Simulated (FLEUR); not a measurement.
Runs of FLEUR MaX-R8.1 (patched build s14) on Ni. The structure is cubic, space group Fm-3m (No. 225). Conventional cell: a = 3.475 Å, b = 3.475 Å, c = 3.475 Å, α = 90.00°, β = 90.00°, γ = 90.00°. Ni (site symmetry m-3m) has 12 Ni at 2.46 Å as nearest neighbours. 

```tsv
task	level	spin	cell	k mesh	smearing	inpgen profile	gmax	muffin-tin radii	lmax	max iterations	kmax	other keys	mesh quality	gap on the mesh (eV)	moment (μB)
single point	LDA (Moruzzi-Janak-Williams)	non-collinear, typed start	as given	6 × 6 × 6	fermi-dirac 0.1 eV	fastHighL	12.4 1/bohr	Ni 2.15 bohr	Ni 9	100	4 1/bohr	-	coarse	none	-
density of states	Wu-Cohen GGA	collinear, ferromagnetic start, SOC	as given	8 × 8 × 8	fermi-dirac 0.1 eV	moderate	22.5 1/bohr	Ni 2.15 bohr	Ni 8	80	4.5 1/bohr	minDistance = 1e-06	coarse	none	(a)
single point	Wu-Cohen GGA	collinear, random start	cell strained at random at fixed volume	8 × 8 × 8	fermi-dirac 0.02 eV	fastHighL	12.6 1/bohr	Ni 2.12 bohr	Ni 8	60	4.06 1/bohr	-	coarse	none	0.70
band structure	PBEsol	collinear, ferromagnetic start	as given	13 × 13 × 13	fermi-dirac 0.05 eV	-	14.1 1/bohr	Ni 2.15 bohr	Ni 9	60	4.56 1/bohr	-	not flagged	-	0.63
```

Alike in all rows: potentials or basis all-electron, FLAPW.

**Question.** Estimate the missing entries.

**Answer.** (a) 0.69.

Caveats: some runs use coarse meshes; the directions of the moments are held as typed and only their lengths relax (some runs).

A gap of «none» marks a metal or a gap under the smearing width.

The runs were made with more than one version of the program.
